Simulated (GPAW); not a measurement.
# NbP (I4_1md) in GPAW: single point with PBE

Aim: the single point of NbP with PBE.

Program: GPAW 26.7.0. These are calculated values, not measurements. Logs are shortened: lines on timing, memory, paths and dates and some standing lists are left out, and cuts for length are marked. The log counts tension as positive stress, the text compression.

**1. The structure**

It takes space group I4_1md (No. 109, tetragonal). Conventional cell: a = 3.350 Å, b = 3.350 Å, c = 11.480 Å, α = 90.00°, β = 90.00°, γ = 90.00°. Nb (site symmetry 2mm) has 6 P at 2.55 Å as nearest neighbours. Around P (site symmetry 2mm) lie 6 Nb at 2.55 Å.

The cell is a database's computed one.

**2. Single point, PBE**

Contents of run.py:

```python
from ase.dft.bandgap import bandgap
from ase.io import read, write
from ase.units import GPa
from gpaw import GPAW, PW

atoms = read('NbP.xyz')

calc = GPAW(mode=PW(500),
            xc='PBE',
            kpts={'size': (6, 6, 6), 'gamma': True},
            occupations={'name': 'fermi-dirac', 'width': 0.05},
            nbands=34,
            maxiter=120,
            txt='gpaw.txt')
atoms.calc = calc
energy = atoms.get_potential_energy()
forces = atoms.get_forces()
stress = atoms.get_stress()
calc.write('gs.gpw')
write('result.traj', atoms)
print(f'Energy: {energy:.6f} eV')
print('Forces (eV/A):')
print(forces.round(4))
print('Stress (GPa):', (stress / GPa).round(3))
print('Fermi level:', round(calc.get_fermi_level(), 4), 'eV')
print(f'Gap: {bandgap(calc)[0]:.4f} eV, direct: {bandgap(calc, direct=True)[0]:.4f} eV')
```

Contents of NbP.xyz:

```xyz
4
Lattice="-1.6749232544 1.6749232544 5.7401081759 1.6749232544 -1.6749232544 5.7401081759 1.6749232544 1.6749232544 -5.7401081759" Properties=species:S:1:pos:R:3 pbc="T T T"
Nb     1.6749232544      0.0000000000      2.8686856462
Nb     0.0000000000      0.0000000000      5.7387397341
P      0.0000000000      1.6749232544      3.8200163902
P      0.0000000000      0.0000000000      0.9499623022
```

Potentials or basis: GPAW PAW data sets (gpaw-data 1.2.1), pw.

Command:

```bash
$ OMP_NUM_THREADS=1 python run.py
```

gpaw.txt:

```text
__  _  _
 | _ |_)|_||  |
 |__||  | ||/\| - 26.7.0

Input parameters:
  mode=PW(ecut=500.0),
  kpts=MonkhorstPack(size=(6, 6, 6), gamma=True),
  maxiter=120,
  nbands=34,
  occupations=Occupations(name='fermi-dirac', width=0.05),
  xc=XC(name='PBE')

Diagonalizing LCAO Hamiltonian
Converting LCAO to pw mode

       Nb

        P

           Nb

       P

Atoms  # Å, Bohr magnetons
|   | symbol |        x |        y |        z |    initial magnetic moments |
|---|--------|----------|----------|----------|-----------------------------|
| 0 |     Nb | 1.674923 | 0.000000 | 2.868686 | ( 0.0000,  0.0000,  0.0000) |
| 1 |     Nb | 0.000000 | 0.000000 | 5.738740 | ( 0.0000,  0.0000,  0.0000) |
| 2 |      P | 0.000000 | 1.674923 | 3.820016 | ( 0.0000,  0.0000,  0.0000) |
| 3 |      P | 0.000000 | 0.000000 | 0.949962 | ( 0.0000,  0.0000,  0.0000) |

Unit cell  # Å
| periodic |         x |         y |         z |  lengths |     angles |
|----------|-----------|-----------|-----------|----------|------------|
|      yes | -1.674923 |  1.674923 |  5.740108 | 6.209636 | 148.703633 |
|      yes |  1.674923 | -1.674923 |  5.740108 | 6.209636 | 148.703633 |
|      yes |  1.674923 |  1.674923 | -5.740108 | 6.209636 |  44.847726 |

Number of symmetries: 4
Symmetry operations  # r_c * U_cc + t_c -> r_c
|   | kind |            matrix            |
|---|------|------------------------------|
| 0 |  σ   |  1, 1, 1,  0, 0,-1,  0,-1, 0 |
| 1 |  E   |  1, 0, 0,  0, 1, 0,  0, 0, 1 |
| 2 |  C2  |  0, 1, 0,  1, 0, 0, -1,-1,-1 |
| 3 |  σ   |  0, 0,-1,  1, 1, 1, -1, 0, 0 |

BZ-sampling:
  Number of BZ points: 216
  Number of IBZ points: 46

  Monkhorst-Pack size: [6, 6, 6]
  Monkhorst-Pack shift: [0.08333333333333333, 0.08333333333333333, 0.08333333333333333]

K-points  # in reciprocal-cell coordinates
|     |                                coordinates |     weight |
|-----|--------------------------------------------|------------|
|   0 | (  0.00000000,   0.00000000,   0.00000000) | 0.00462963 |
|   1 | (  0.16666667,  -0.16666667,  -0.16666667) | 0.00925926 |
|   2 | (  0.16666667,  -0.16666667,   0.00000000) | 0.01851852 |
|   3 | (  0.16666667,  -0.16666667,   0.16666667) | 0.00925926 |
|   4 | (  0.16666667,   0.00000000,  -0.16666667) | 0.01851852 |
|   5 | (  0.16666667,   0.00000000,   0.00000000) | 0.01851852 |
|   6 | (  0.16666667,   0.16666667,  -0.16666667) | 0.00925926 |
|   7 | (  0.33333333,  -0.33333333,  -0.33333333) | 0.00925926 |
|   8 | (  0.33333333,  -0.33333333,  -0.16666667) | 0.01851852 |
|   9 | (  0.33333333,  -0.33333333,   0.00000000) | 0.01851852 |
| ... |                                            |            |
|  45 | (  0.50000000,   0.50000000,   0.50000000) | 0.00462963 |

Plane wave coefficients: 1668
Cutoff: 500.0 eV

Spin-components: 1 (collinear spins)
Bands:           34
Projectors:      22
Spin-degeneracy: 2
Datatype:        complex128

Parallelization:
  kpt:    1
  domain: 1
  band:   1

Density:
  Valence electrons: 36.0
  Components: 1
  Grid points: [35 35 35]
  Charge: 0.0  # |e|

Potential:
  Grid points: [35 35 35]

species:
  Nb:
    name:    Niobium
    Z:       41.0
    valence: 13
    core:    28
    charge:  0.0  # [|e|]
    compensation charges:
      type: gauss
      rc: 0.40  # [Å]
      lmax: 2
    cutoffs:
      filter: 2.35  # [Å]
      core: 1.51  # [Å]
    projectors
    | kind |    occ | energy [eV] | rcut [Å] |
    |------|--------|-------------|----------|
    |   4s |  2.000 |     -58.361 |    1.323 |
    |   5s |  1.000 |      -3.980 |    1.323 |
    |   4p |  6.000 |     -34.526 |    1.323 |
    |   5p |  0.000 |      -1.111 |    1.323 |
    |   4d |  4.000 |      -3.041 |    1.244 |
    |    d |        |      24.171 |    1.244 |

    Using partial waves for Nb as LCAO basis

  P:
    name:    Phosphorus
    Z:       15.0
    valence: 5
    core:    10
    charge:  0.0  # [|e|]
    compensation charges:
      type: gauss
      rc: 0.30  # [Å]
      lmax: 2
    cutoffs:
      filter: 1.69  # [Å]
      core: 1.81  # [Å]
    projectors
    | kind |    occ | energy [eV] | rcut [Å] |
    |------|--------|-------------|----------|
    |   3s |  2.000 |     -13.968 |    0.953 |
    |   3p |  3.000 |      -5.506 |    0.953 |
    |    s |        |      13.244 |    0.953 |
    |    p |        |      21.705 |    0.953 |
    |    d |        |       0.000 |    0.953 |

    Using partial waves for P as LCAO basis

Reference energy: -226418.122896  # eV

eigensolver:
  PPCG
  Converge bands: occupied
  niter=2

density mixing:
  MSR1-Mixer
  Pratt-step length: 0.05
  Maximum mixing coefficient: 0.75
  Old densities: 10
  SVD Regularization: 0.005
  Good broyden scale: 1.0
  Trust region scale: 1.0
  Backstep threshold: 4.0
  History deletion threshold: 6.0
  Fourier metric: weight=20.0, sigma=0.015

occupation numbers:
  Fermi-Dirac:
    width: 0.0500  # eV

poisson solver:
  ecut: 4000.0  # eV

xc functional:
  name: PBE with 2 nearest neighbor stencil

convergence criteria:
- Maximum [total energy] change in last 3 cyles: 0.0005 eV / valence electron
- Maximum integral of absolute [dens]ity change: 0.0001 electrons / valence electron
- Maximum integral of absolute [eigenst]ate change: 4e-08 eV^2 / valence electron
maximum number of iterations: 120

SCF iterations
|iter     | |      energy | eigst |  dens |
|---------|-|-------------|-------|-------|
|iter:   1| |  -38.119919 | +0.25 |       |
|iter:   2| |  -37.442217 | -1.94 | -0.94 |
|iter:   3| |  -35.555191 | -0.92 | -0.99 |
|iter:   4| |  -35.529870 | -2.71 | -1.61 |
|iter:   5| |  -35.529823 | -3.11 | -1.90 |
|iter:   6| |  -35.529788c| -4.28 | -2.69 |
|iter:   7| |  -35.529640c| -5.53 | -3.03 |
|iter:   8| |  -35.529563c| -5.74 | -3.28 |
|iter:   9| |  -35.529567c| -7.29 | -4.06c|
|iter:  10| |  -35.529567c| -7.86c| -4.49c|

Converged in 10 steps
Energy contributions relative to reference atoms: (reference = -226418.122896)

Energy contributions:
  Kinetic:          11.887007
  Coulomb:         -21.183347
  Zero:             -0.163867
  External:          0.000000
  Xc:              -26.064724
  Entropy:          -0.009271
  Spinorbit:         0.000000
  ----------------------------
  Free energy:     -35.534202
  Extrapolated:    -35.529567

dipole moment: (-9.895407, -11.396896, 19.832095)  # |e|*Ang

Fermi level: 10.624
Eigenvalues  # (at kpt = [0.000, 0.000, 0.000])
| band index |      eig [eV] | occ [0-2] |
|------------|---------------|-----------|
|          0 |       -44.321 |     2.000 |
|        ... |               |           |
|         10 |         4.504 |     2.000 |
|         11 |         7.641 |     2.000 |
|         12 |         8.426 |     2.000 |
|         13 |         8.426 |     2.000 |
|         14 |         8.529 |     2.000 |
|         15 |         8.946 |     2.000 |
[... 8 lines left out ...]
|         24 |        14.711 |     0.000 |
|         25 |        14.711 |     0.000 |
|        ... |               |           |
|         33 |        23.482 |     0.000 |

Gap: 0.062 eV
Transition (v -> c):
  (s=0, k=12, n=17, [0.33, -0.17, -0.33]) -> (s=0, k=12, n=18, [0.33, -0.17, -0.33])
No difference between direct/indirect transitions

Forces  # eV/Ang
|       x |       y |        z |
|---------|---------|----------|
| 0.00000 | 0.00000 |  0.01386 |  # Nb   0
| 0.00000 | 0.00000 |  0.01220 |  # Nb   1
| 0.00000 | 0.00000 | -0.01248 |  # P    2
| 0.00000 | 0.00000 | -0.01313 |  # P    3

Stress tensor  # eV/Ang^3
|        x |        y |        z |
|----------|----------|----------|
| 0.008274 | 0.000000 | 0.000000 |
| 0.000000 | 0.008271 | 0.000000 |
| 0.000000 | 0.000000 | 0.007846 |

# Writing to gs.gpw (mode='')
```

Run time: 2.2 min. Hardware: 1 thread of Arm Neoverse V2, shared host; peak memory 0.28 GiB.

Results:

```
Free energy            : -35.5342 eV
Pressure               : -1.3 GPa
Largest force          : 0.014 eV/Å
Band gap on the k mesh : 0.06 eV, direct
```

Forces in eV/Å, atoms in the order of the input:
```
Nb   0.000  0.000  0.014
Nb   0.000  0.000  0.012
P    0.000  0.000 -0.012
P    0.000  0.000 -0.013
```

Caveat: the k mesh is coarse (spacing up to 0.44 Å⁻¹), so the values aren't converged; the cutoff is short for stress and forces, so pressures can be off by a GPa or more; the program warned that so skewed a cell can give wrong results. A k mesh can miss the band edges.
